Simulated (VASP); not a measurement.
A run of VASP 6.6.1:

The input INCAR:

```
PREC     = Accurate       # precision mode
ENCUT    = 600            # plane-wave cutoff, eV
EDIFF    = 1E-6           # SCF threshold, eV
ISMEAR   = 1              # smearing method
SIGMA    = 0.1            # smearing width, eV
LREAL    = F              # projectors in reciprocal space
LASPH    = T              # aspherical terms in the spheres
NELM     = 150            # most SCF steps
ALGO     = Normal         # electronic algorithm
ISIF     = 2              # what is computed and relaxed
LWAVE    = F              # write WAVECAR
LCHARG   = F              # write CHGCAR
ISPIN    = 2              # spin polarisation
MAGMOM   = 2.5 -2.5       # initial moments
LORBIT   = 11             # projections on sites
LMAXMIX  = 4              # l up to which the mixer works
METAGGA  = R2SCAN         # meta-GGA
LMIXTAU  = T            
AMIX     = 0.2          
BMIX     = 1E-4         
AMIX_MAG = 0.8          
BMIX_MAG = 1E-4
```

File KPOINTS:

```
regular mesh
0
Gamma
  14 14 14
```

POSCAR

```
Fe
1.0
    2.8860000000      0.0000000000      0.0000000000
    0.0000000000      2.8860000000      0.0000000000
    0.0000000000      0.0000000000      2.8860000000
Fe
2
Direct
    0.0000000000      0.0000000000      0.0000000000
    0.5000000000      0.5000000000      0.5000000000
```

Potentials or basis: VASP PAW PBE potentials, release 64 (Fe).

Command:

```console
$ cat potpaw_PBE.64/Fe/POTCAR > POTCAR
$ mpirun -np 1 vasp_std > vasp.out
```

Hardware: 1 thread of Intel(R) Xeon(R) 6975P-C (Granite Rapids), on a shared host.

Problem. Estimate the wall time of this run.

Solution. It took 110 s on 1 thread of Intel(R) Xeon(R) 6975P-C (Granite Rapids), with other jobs on the host, peak memory 0.2 GiB. Counts: scf iterations 23, k points 120.
